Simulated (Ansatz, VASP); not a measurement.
**HfO2: VASP beside Ansatz**

Aim: how closely do two programs agree when they are given the same cell, functional and k mesh? The structure shown is the end of the Ansatz relaxation below.

Calculated with Ansatz 0.2.0; plane waves, with VASP 6.6.1 beside it; single point at PBEsol.

### 1. Set-up

The structure is orthorhombic, space group Pca2_1 (No. 29). The conventional cell has a = 5.110 Å, b = 4.846 Å, c = 4.713 Å, α = 90.00°, β = 90.00°, γ = 90.00°. Nearest to Hf lie 7 O at 1.98 to 2.20 Å. Nearest to O lie 3 Hf at 1.98 to 2.20 Å. O has 4 Hf at 2.05 to 2.12 Å nearest. Farther neighbours and most contacts between anions are not listed.

### 2. Ansatz: relaxation, PBEsol

Ansatz runs on its PAW soft_1 files.

This run makes the geometry at which the two programs are then compared.

Input file input.yaml:

```yaml
crystal:
  lattice:
    - [5.2286293668, 0.0, 0.0]
    - [0.0, 5.0178188899, 0.0]
    - [0.0, 0.0, 5.0422500836]
  atoms:
    - { symbol: Hf, position: [0.9671097777, 0.7324278602, 0.7526445517] }
    - { symbol: Hf, position: [0.0328902223, 0.2675721398, 0.2526445517] }
    - { symbol: Hf, position: [0.4671097777, 0.2675721398, 0.7526445517] }
    - { symbol: Hf, position: [0.5328902223, 0.7324278602, 0.2526445517] }
    - { symbol: O, position: [0.6319774047, 0.9282762802, 0.8902417755] }
    - { symbol: O, position: [0.3680225953, 0.0717237198, 0.3902417755] }
    - { symbol: O, position: [0.1319774047, 0.0717237198, 0.8902417755] }
    - { symbol: O, position: [0.8680225953, 0.9282762802, 0.3902417755] }
    - { symbol: O, position: [0.7659856406, 0.4596735089, 0.0011136727] }
    - { symbol: O, position: [0.2340143594, 0.5403264911, 0.5011136727] }
    - { symbol: O, position: [0.2659856406, 0.5403264911, 0.0011136727] }
    - { symbol: O, position: [0.7340143594, 0.4596735089, 0.5011136727] }
kpoints:
  mp_grid: { grid: [6, 6, 6] }
scf:
  occupations: { method: fermi_dirac, width: 0.02 }
hamiltonian:
  xc: pbesol
  pseudopotentials: { kind: paw, azcp: { folder: soft_1 }, xc_functional: pbe }
basis:
  ecutwfc: 600
output:
  forces: true
  stress: true
relax:
  f_tol: 0.005
  max_steps: 70
  cell: { stress_tol: 0.02, p_target: 30 }
```

Launch:

```
$ ansatz run input.yaml --threads 4 --pin off --max-ram 10240MiB --backend cpu --events-out ev --progress --plain --runs-dir out
```

Numbers of over 12 decimals in the logs are rounded to 6 here.

Output:

```text
Engine: ansatz 0.2.0, x86_64-unknown-linux-gnu
Pseudopotentials: kind: paw
Pseudopotential: Hf, paw, valence charge 26, recommended cutoff 420 eV (normal), soft_1/Hf.paw.azcp
Pseudopotential: O, paw, valence charge 6, recommended cutoff 420 eV (normal), soft_1/O.paw.azcp
Functional definition: PBEsol
  exchange = pbesol_x
  correlation = pbesol_c
Crystal: 12 atoms, lattice volume = 132.290 Å³
Basis set: ecut = 600 eV, 4433 PW (Γ), exchange–correlation on 90×90×90 points (8 copies of the dense FFT grid, shifted against one another)
Bands: 92, of which v1, the nominal top of the filled ones, is band 76 counted from 1 (75 counted from 0)
Symmetry: 4 space group operations
Space group: Pca21 (ITA 29), of the structure as read, at distance tolerance 5.1e-5 Å
k-points: 64 of 216 (time reversal used)
Non-local potential: Hf, projectors of the file, l = 0: 3, l = 1: 2, l = 2: 2, l = 3: 3
Non-local potential: O, projectors of the file, l = 0: 2, l = 1: 2, l = 2: 1
PAW form: soft (Blöchl's): semilocal exchange-correlation on the pseudo side does not see the compensation charge
PAW frozen core: Hf, regenerated for the run's functional, and the local potential with it (the file was generated under x = pbe(κ = 0.804, μ = 0.219515), c = pbe(β = 0.066725))
PAW frozen core: O, regenerated for the run's functional, and the local potential with it (the file was generated under x = pbe(κ = 0.804, μ = 0.219515), c = pbe(β = 0.066725))
PAW one-centre angular grid: Hf, 590 points (default); XC on 64 Gauss nodes
PAW one-centre angular grid: O, 110 points (default); XC on 64 Gauss nodes
Initial density: superposition of atomic densities (chi_scale 0.1, normalization cell, long waves kept (reshape's long-wave potential 0.01 eV rms))
Initial wavefunctions: pseudopotential atomic-orbital guess
Functional: x = pbesol(κ = 0.804, μ = 0.123457), c = pbesol(β = 0.046)
SCF iter   1: F=—  HF=-66906.766866 eV  |F-HF|=—  |Δ(HF+E_count)|=         —  Δρ=9.36e-2  dr2=8.94e0  ethr=3.10e-3  ⟨swp⟩=6.0  Hψ=17730  notcnv=0  defer=178
preconditioner: auto → Resta (q_TF=auto, 2.792 Å⁻¹)  ε∞=5.1  [insulator: Δε(μ)=3.361 eV  Ē_g=19.187 eV  σ=0.020 eV  W_gap=1.00  n_scr=52 (ndim 8)  ℏωp=38.7 eV  f_vac=0.000  D(μ)=0.00/eV (n_scr^D=0)  ε∞_Penn≈5.1]
SCF iter   2: F=—  HF=-66904.739167 eV  |F-HF|=—  |Δ(HF+E_count)|=    2.03e0  Δρ=4.24e-2  dr2=2.04e0  ethr=3.10e-3  ⟨swp⟩=2.9  Hψ=12049  notcnv=0  defer=606
SCF iter   3: F=—  HF=-66904.177019 eV  |F-HF|=—  |Δ(HF+E_count)|=   5.62e-1  Δρ=2.22e-2  dr2=5.96e-1  ethr=1.34e-3  ⟨swp⟩=2.0  Hψ=9198  notcnv=0  defer=606
SCF iter   4: F=—  HF=-66904.036795 eV  |F-HF|=—  |Δ(HF+E_count)|=   1.40e-1  Δρ=8.42e-3  dr2=5.48e-2  ethr=3.92e-4  ⟨swp⟩=3.0  Hψ=10941  notcnv=0  defer=606
SCF iter   5: F=—  HF=-66904.065783 eV  |F-HF|=—  |Δ(HF+E_count)|=   2.90e-2  Δρ=3.34e-3  dr2=1.74e-2  ethr=3.61e-5  ⟨swp⟩=2.0  Hψ=9654  notcnv=0  defer=607
SCF iter   6: F=—  HF=-66904.057582 eV  |F-HF|=—  |Δ(HF+E_count)|=   8.20e-3  Δρ=8.50e-4  dr2=8.06e-4  ethr=1.15e-5  ⟨swp⟩=2.0  Hψ=10588  notcnv=0  defer=606
SCF iter   7: F=—  HF=-66904.058692 eV  |F-HF|=—  |Δ(HF+E_count)|=   1.11e-3  Δρ=5.09e-4  dr2=2.48e-4  ethr=5.30e-7  ⟨swp⟩=2.0  Hψ=10193  notcnv=0  defer=606
SCF iter   8: F=—  HF=-66904.058703 eV  |F-HF|=—  |Δ(HF+E_count)|=   1.12e-5  Δρ=2.97e-4  dr2=9.05e-5  ethr=1.63e-7  ⟨swp⟩=2.0  Hψ=9165  notcnv=0  defer=606
SCF iter   9: F=—  HF=-66904.058593 eV  |F-HF|=—  |Δ(HF+E_count)|=   1.10e-4  Δρ=4.62e-5  dr2=1.89e-6  ethr=5.96e-8  ⟨swp⟩=2.0  Hψ=9424  notcnv=0  defer=606
SCF iter  10: F=-66904.058595 eV  HF=-66904.058595 eV  |F-HF|=3.14e-8  |Δ(HF+E_count)|=   1.46e-6  Δρ=8.18e-6  dr2=7.34e-8  ethr=6.58e-11  ⟨swp⟩=3.5  Hψ=24464  notcnv=0
SCF 1 converged in 10 iterations: F = -66904.058595 eV  dr2 = 7.34e-8
  greatest PAW one-centre occupation: 0.999 electrons in one spin orbital (limit 2), on the Hf atom at site 2 (counted from 0), in its partial waves of l = 3
relax step   1: F+E_penalty+E_count = -66904.05859463 eV  Δ(F+E_penalty+E_count) = +0.000e0 eV  max|allowed force component| = 1.852e-3 eV/Å  Δτ_max = 0.0000 Å  P = -0.016 GPa  Ω = 132.290 Å³  (10 SCF iters, dr2 threshold 1.00e-7 eV, accepted)
[...]
relax step   6: F+E_penalty+E_count = -66902.63629883 eV  Δ(F+E_penalty+E_count) = +1.012e-1 eV  max|allowed force component| = 3.201e-2 eV/Å  Δτ_max = 0.0279 Å  P = +29.997 GPa  Ω = 116.846 Å³  energy of the carried Pulay correction = +2.427e-3 eV  (7 SCF iters, dr2 threshold 1.20e-6 eV, accepted)
[...]
relax step   7: F+E_penalty+E_count = -66902.61362020 eV  Δ(F+E_penalty+E_count) = +2.268e-2 eV  max|allowed force component| = 6.208e-3 eV/Å  Δτ_max = 0.0085 Å  P = +29.987 GPa  Ω = 116.722 Å³  energy of the carried Pulay correction = +2.447e-3 eV  (7 SCF iters, dr2 threshold 1.61e-7 eV, accepted)
[...]
relax step   8: F+E_penalty+E_count = -66902.61152547 eV  Δ(F+E_penalty+E_count) = +2.095e-3 eV  max|allowed force component| = 9.493e-4 eV/Å  Δτ_max = 0.0009 Å  P = +30.000 GPa  Ω = 116.711 Å³  energy of the carried Pulay correction = +2.449e-3 eV  (6 SCF iters, dr2 threshold 2.41e-9 eV, accepted)
[...]
relax step   9: F+E_penalty+E_count = -66902.60925551 eV  Δ(F+E_penalty+E_count) = +2.270e-3 eV  max|allowed force component| = 9.751e-4 eV/Å  Δτ_max = 0.0000 Å  P = +29.998 GPa  Ω = 116.711 Å³  stress off target by 8.43e-3 GPa  SCF on the basis re-selected at this cell (its energy is not comparable with the rows above)  (6 SCF iters)
basis re-selected at this cell: Δ(F+E_penalty+E_count) = +2.270e-3 eV, ΔP = -0.001 GPa vs the last step (what re-selecting the basis moved, of the pressure what is left beyond the Pulay correction that the steps carried, after the strain that the cell walked since its last selection, with what the two solves' SCF thresholds leave and, on support functions, any second-order correction that the steps lacked; it is no measure of the basis error at this ecutwfc). The dense FFT grid was sized anew with the basis: this SCF ran on 45×40×40 points, the steps before it on 45×45×45, so part of this shift can come from that change (see relax.cell in the input reference). [rest of the remark cut]
SCF converged after 6 iterations
Free energy (F): -66902.609256 eV
Harris-Foulkes:  -66902.609256 eV  (|F-HF|=1.46e-11)
Internal energy: -66902.609256 eV  (E = F + TS)
E sigma→0 (E₀):  -66902.609256 eV
Fermi energy:    18.497765 eV
--- Per-component energies (eV) ---
  E_band       = 350.552996
  E_kinetic    = 3009.169153
  E_local      = -26685.639014  (includes V_loc(G=0)·N_el)
  E_nonlocal   = 715.283473
  E_hartree    = 12854.169645
  E_xc         = -1634.650367
  E_vxc        = -1758.844204  (∫ρ·V_xc dr)
  E_paw        = -31586.121556  (= ΣΔE_a)
  E_vpaw       = -637.757848  (= ΣTr[D̂ρ^β])
  E_aug_tail   = 0.001642  (compensation charges beyond the density's cutoff)
  E_ewald      = -23580.108760
  E_core_change = 5.286528  (= ΣΔE_core)
  E_smearing   = -0.000000  (= −TS)
  E_closure    = -0.000000  (closes the sum)
  Σ components = -66902.609256   (vs F -66902.609256, Δ=0.00e0)
--- Forces (eV/Å), atoms counted from 1 ---
  atom   1  Hf     0.00070320    -0.00038503     0.00000220
  atom   2  Hf    -0.00070320     0.00038503     0.00000220
  atom   3  Hf     0.00070320     0.00038503     0.00000220
  atom   4  Hf    -0.00070320    -0.00038503     0.00000220
  atom   5  O     -0.00074893     0.00077875     0.00001092
  atom   6  O      0.00074893    -0.00077875     0.00001092
  atom   7  O     -0.00074893    -0.00077875     0.00001092
  atom   8  O      0.00074893     0.00077875     0.00001092
  atom   9  O     -0.00004521    -0.00097510    -0.00000968
  atom  10  O      0.00004521     0.00097510    -0.00000968
  atom  11  O     -0.00004521     0.00097510    -0.00000968
  atom  12  O      0.00004521    -0.00097510    -0.00000968
  max |Σ_I F_I| component: 1.37e-5 eV/Å
--- Stress (GPa, compression-positive) ---
       29.999043       0.000000       0.000000
        0.000000      30.004470       0.000000
        0.000000       0.000000      29.991572
  P = ⅓ Tr σ = 29.9984 GPa (299.984 kbar)
--- Relaxed structure (8 steps of the walk, 8 accepted, 1 SCFs on fresh bases) ---
  F+E_penalty+E_count = -66902.60925551 eV   max|allowed force component| = 9.751e-4 eV/Å   (the final SCF, on the basis selected at the relaxed cell)
  cell:  # Å, volume = 116.7112 Å³
    - [5.110308, 0.0, 0.0]
    - [0.0, 4.845873, 0.0]
    - [0.0, 0.0, 4.712956]
  atoms:
    - { symbol: Hf, position: [0.966125, 0.730342, 0.774111] }
    - { symbol: Hf, position: [0.033875, 0.269658, 0.274111] }
    - { symbol: Hf, position: [0.466125, 0.269658, 0.774111] }
    - { symbol: Hf, position: [0.533875, 0.730342, 0.274111] }
    - { symbol: O, position: [0.601161, 0.893465, 0.844827] }
    - { symbol: O, position: [0.398839, 0.106535, 0.344827] }
    - { symbol: O, position: [0.101161, 0.106535, 0.844827] }
    - { symbol: O, position: [0.898839, 0.893465, 0.344827] }
    - { symbol: O, position: [0.751639, 0.446069, 0.025062] }
    - { symbol: O, position: [0.248361, 0.553931, 0.525062] }
    - { symbol: O, position: [0.251639, 0.553931, 0.025062] }
    - { symbol: O, position: [0.748361, 0.446069, 0.525062] }
```

(Continued in part 2 of 2.)

[Lines on the potential files, build, host, timing and source positions are cut from VASP's logs without a mark.]

[Logs are printed without paths, hosts, clocks, repeated set-up lines and the standing remarks that a program may print on its own settings, such as how far it seeks lower states.]

[Hosts, paths, dates, database ids (printed as entryN), source tags and the programs' standing remarks are cut or masked in the printed files.]
